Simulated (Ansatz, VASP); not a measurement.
One calculation of BN, two programs

INCAR

```
SYSTEM = BN
  PREC = Accurate
  ENCUT = 520
  EDIFF = 1E-8
  ISMEAR = -1
  SIGMA = 0.02
  LREAL = .FALSE.
  LASPH = .TRUE.
  NELM = 100
  ALGO = Normal
  ISIF = 2
  LWAVE = .FALSE.
  LCHARG = .FALSE.
  GGA = PE
  LEFG = .TRUE.
  NBANDS = 16
```

The input KPOINTS:

```
regular mesh
0
G
  11 11 4
  0 0 0
```

POSCAR

```
BN
1.0
    2.5531020489      0.0000000000      0.0000000000
   -1.2765510245      2.2110512328      0.0000000000
    0.0000000000      0.0000000000      6.7918449327
B N
2 2
Direct
    0.3333333333      0.6666666667      0.2500000000
    0.6666666667      0.3333333333      0.7500000000
    0.3333333333      0.6666666667      0.7500000000
    0.6666666667      0.3333333333      0.2500000000
```

Input for Ansatz:

```yaml
crystal:
  lattice:
    - [2.5531020489, 0.0, 0.0]
    - [-1.2765510245, 2.2110512328, 0.0]
    - [0.0, 0.0, 6.7918449327]
  atoms:
    - { symbol: B, position: [0.3333333333, 0.6666666667, 0.25] }
    - { symbol: B, position: [0.6666666667, 0.3333333333, 0.75] }
    - { symbol: "N", position: [0.3333333333, 0.6666666667, 0.75] }
    - { symbol: "N", position: [0.6666666667, 0.3333333333, 0.25] }
kpoints:
  mp_grid: { grid: [11, 11, 4] }
scf:
  occupations: { method: fermi_dirac, width: 0.02 }
hamiltonian:
  xc: pbe
  pseudopotentials: { kind: all_electron, datasets: crystal }
output:
  forces: true
  stress: true
  eigenvalues: true
  efg: { contact_densities: true }
```

Change from the starting cell: volume scaled by 1.06, crystal datasets.

Alike in both runs: task electric field gradients; functional PBE; k mesh 11 × 11 × 4; occupations fermi-dirac, width 0.02 eV; no spin polarisation.

```csv
,VASP,Ansatz
version,VASP 6.6.1,Ansatz 0.2.0
potentials or method,"VASP PAW PBE potentials, release 64 (B, N)","all-electron PAW with datasets made for the crystal, scalar-relativistic"
plane-wave cutoff (eV),520,see its input
```

```tsv
	VASP	Ansatz	Ansatz less VASP
gap on the k mesh at the Fermi level (eV)	4.25	4.25	0.000
pressure (GPa)	-9.6	-9.7	-0.09
largest component of the traceless stress (GPa)	11.65	11.88	+0.230
Vzz of the field gradient on the site that differs most (V/Å²)	33.7	27.9	-5.75
```

Ansatz ran all-electron here, so the differences hold the error of VASP's frozen core and of both bases.

Caveats: an odd mesh through Γ misses points on the zone boundary, where band edges often lie; this functional lacks dispersion, which binds the layers, so the pressure and a relaxed spacing across them are unreliable.
